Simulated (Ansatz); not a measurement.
# HfB2: the change of energy less free atoms and pressure with volume scale

Results calculated with Ansatz 0.2.0, not measured. Periodic Kohn-Sham DFT of a crystal at fixed atoms, scaled to volume_scale times the given cell; pressure positive in compression, energy less spherical unpolarised free atoms, largest_vzz the field gradient of largest size among the nuclei.

The cell before it is scaled or strained (space group P6/mmm, No. 191):
```
CELL_PARAMETERS angstrom
3.14000 0.00000 0.00000
-1.57000 2.71930 0.00000
0.00000 0.00000 3.48000
ATOMIC_POSITIONS crystal
Hf 0.00000 0.00000 0.00000
B 0.33333 0.66667 0.50000
B 0.66667 0.33333 0.50000
```

Settings of every row: method all-electron LAPW; functional PBE; relativity scalar; k mesh 13x13x11; filling fermi-dirac; smearing width 0.05 eV; basis error target 0.5 meV/atom; nucleus gaussian.

Atom start moment: 0 on all atoms.

Limits: no spin-orbit coupling on heavy atoms.

```
row  volume scale  V (Å³/atom)  energy less free atoms (eV/atom)  pressure (GPa)
  1          0.94         9.31                                 ?               ?
  2          0.96        9.509                            -7.901          12.698
  3          0.98        9.707                            -7.913            6.79
  4          0.99        9.806                           -7.9163           4.044
  5             1        9.905                            -7.918           1.428
  6          1.01       10.004                           -7.9181          -1.064
  7          1.02       10.103                           -7.9167          -3.439
  8          1.04       10.301                           -7.9097          -7.858
  9          1.06       10.499                           -7.8974         -11.871
```

Question: what energy less free atoms and pressure should row 1 give?

Worked fit of energy less free atoms. Take u = (V_r/V)^(2/3) − 1 with V_r = 9.9545 Å³ an atom, which is twice the finite (Eulerian) strain; such expansions in the strain, on which the Birch-Murnaghan equation of state is built, carry the rest volume and the bulk modulus. The shown rows have u = 0.03099, 0.01693, 0.01007, 0.00333, -0.0033, -0.00982, -0.02255, -0.03488. Least squares give energy less free atoms = −7.91825 + 0.014 × u + 17.517 × u² eV/atom; a straight line predicts inner rows, each left out in turn, worse (root mean square 0.0057 against 3e-05 eV/atom). All shown rows lie on it to the printed digit. Its lowest point lies at u = -0.0004, or V = 9.96 Å³ an atom, and the curvature there gives the bulk modulus at fixed shape and fractions, B = (4/9)(1 + u)² E″(u)/V = 250 GPa. Letting shape and atoms relax would as a rule lower it, by much in layered, chain or molecular crystals. The withheld row has u = 0.04563, so the fit gives −7.91825 + 0.014 × (0.04563) + 17.517 × (0.04563)² = -7.8811 eV/atom.

The calculation gave -7.8813 eV/atom. The fit lies 0.0002 eV/atom (0.54 % of the column's range) above it; its largest miss of a shown row is 0.0000 eV/atom. This row lies beyond the range of the fit.

Worked fit of pressure. Take u = (V_r/V)^(2/3) − 1 with V_r = 9.9545 Å³ an atom, which is twice the finite (Eulerian) strain; such expansions in the strain, on which the Birch-Murnaghan equation of state is built, carry the rest volume and the bulk modulus. The shown rows have u = 0.03099, 0.01693, 0.01007, 0.00333, -0.0033, -0.00982, -0.02255, -0.03488. Least squares give pressure = 0.1661 + 375.881 × u + 902.03 × u² + 565 × u³ GPa; a parabola predicts inner rows, each left out in turn, worse (root mean square 0.0051 against 0.00095 GPa). The rows lie off it by 0.000, -0.001, 0.001, 0.000, 0.001, 0.000, 0.000, 0.000. The pressure vanishes at u = -0.0004, or V = 9.961 Å³ an atom, and there the bulk modulus at fixed shape and fractions is B = −V dP/dV = (2/3)(1 + u) dP/du = 250 GPa. Letting shape and atoms relax would as a rule lower it, by much in layered, chain or molecular crystals. The withheld row has u = 0.04563, so the fit gives 0.1661 + 375.881 × (0.04563) + 902.03 × (0.04563)² + 565 × (0.04563)³ = 19.249 GPa.

The calculation gave 19.213 GPa. The fit lies 0.036 GPa (0.12 % of the column's range) above it; its largest miss of a shown row is 0.001 GPa. This row lies beyond the range of the fit.
